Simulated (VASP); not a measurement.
A run of VASP 6.6.1:

INCAR

```
SYSTEM = C
PREC = Accurate
ENCUT = 520
EDIFF = 1E-6
ISMEAR = 0
SIGMA = 0.03
LREAL = .False.
LASPH = .True.
NELM = 80
ALGO = Normal
ISIF = 2
LWAVE = .False.
LCHARG = .False.
LDIPOL = .True.
IDIPOL = 3
DIPOL = 0.5 0.5 0.500
GGA = PE
IVDW = 12
NBANDS = 21
LVHAR = .True.
LVACPOTAV = .True.
KPAR = 4
```

Contents of KPOINTS:

```
regular mesh
0
Gamma
  9 9 1
  0 0 0
```

The input POSCAR:

```
C                                       
1.0
    2.4655616505      0.0000000000      0.0000000000
   -1.2327808252      2.1352390266      0.0000000000
    0.0000000000      0.0000000000     24.8239500000
  C             
     6
Direct
     0.0000000000000000    0.0000000000000000    0.3632473155067828
     0.6666666699999979    0.3333333300000021    0.3632293250876373
     0.0000000000000000    0.0000000000000000    0.4999989644846110
     0.3333333300000021    0.6666666699999979    0.5000012384009409
     0.0000000000000000    0.0000000000000000    0.6367521705946544
     0.6666666699999979    0.3333333300000021    0.6367709859253807
```

The input KPOINTS_OPT:

```
explicit points
3
Reciprocal
 0.0000000000  0.0000000000  0.0000000000 1
 0.5000000000  0.0000000000  0.0000000000 1
 0.3333333300  0.3333333300  0.0000000000 1
```

Potentials or basis: VASP PAW PBE potentials, release 64 (C).

The run is started by

```console
$ cat potpaw_PBE.64/C/POTCAR > POTCAR
$ mpirun -np 4 vasp_std > vasp.out
```

Hardware: 4 MPI ranks on AMD EPYC 9R45 96-Core Processor (Zen 5) (shared host).

Question: Estimate the wall time of this run.

Answer: It took 13 s on 4 MPI ranks on AMD EPYC 9R45 96-Core Processor (Zen 5), on a shared host, peak memory 0.24 GiB a rank. Counts: scf iterations 36, k points 12.
